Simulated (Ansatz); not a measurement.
**Rocksalt CaO, cell of 2 atoms**

What do PBEsol, HSE06 and r²SCAN give for the perfect crystal in this cell, and at what cost?

Program: Ansatz 0.2.0, PAW, plane waves. These are calculated values, not measurements.

### 1 The system as built

2 atoms (1 Ca, 1 O); a = 3.371 Å, b = 3.371 Å, c = 3.371 Å, α = 60.00°, β = 60.00°, γ = 60.00°.

Steps to follow: (2) PBEsol single point at a 9×9×9 mesh, on 7 threads of Arm Neoverse-V2; (3) HSE06 single point at a 9×9×9 mesh, on 7 threads of Arm Neoverse-V2; (4) r²SCAN single point at a 9×9×9 mesh, on 7 threads of Arm Neoverse-V2.

### 2 PBEsol on the given atoms

File in.yaml:

```yaml
crystal:
  lattice:
    - [0.000000, 2.383800, 2.383800]
    - [2.383800, 0.000000, 2.383800]
    - [2.383800, 2.383800, 0.000000]
  atoms:
    - { symbol: Ca, position: [0.000000, 0.000000, 0.000000] }
    - { symbol: O, position: [0.500000, 0.500000, 0.500000] }
kpoints:
  mp_grid: { grid: [9, 9, 9] }
  band_path: { path: [VBM, CBM], npoints: 2 }
hamiltonian:
  xc: pbesol
scf:
  occupations: { method: fermi_dirac, width: 0.01 }
output:
  forces: true
  eigenvalues: true
  stress: true
  populations: true
```

### 3 HSE06 on the same atoms

Changes to in.yaml since step 2:

```diff
@@ -12,3 +12,3 @@
 hamiltonian:
-  xc: pbesol
+  xc: hse06
 scf:
@@ -18,3 +18,2 @@
   eigenvalues: true
-  stress: true
   populations: true
```

### 4 r²SCAN single point

Changes to in.yaml since step 3:

```diff
@@ -12,3 +12,3 @@
 hamiltonian:
-  xc: hse06
+  xc: r2scan
 scf:
```

Q: Predict the outcome of this session. Wanted: for each run, top filled to lowest empty; gap over the zone; energy; pressure.

The runs gave:

| level | time | top filled to lowest empty (eV) | gap over the zone (eV) | energy (eV/atom) | pressure (GPa) |
| --- | --- | --- | --- | --- | --- |
| PBEsol | 0.4 s (7 CPU threads) | 3.60 | 3.54 | -1179.0525 | -0.04 |
| HSE06 | 1.9 min (7 CPU threads) | 5.37 | 5.31 | -1194.1517 | - |
| r²SCAN | 0.8 s (7 CPU threads) | 4.25 | 4.19 | -1197.0457 | - |

**Reading.** At the same k points, PBEsol gives a spacing 1.77 eV smaller and r²SCAN gives a spacing 1.12 eV smaller than the 5.37 eV of HSE06.
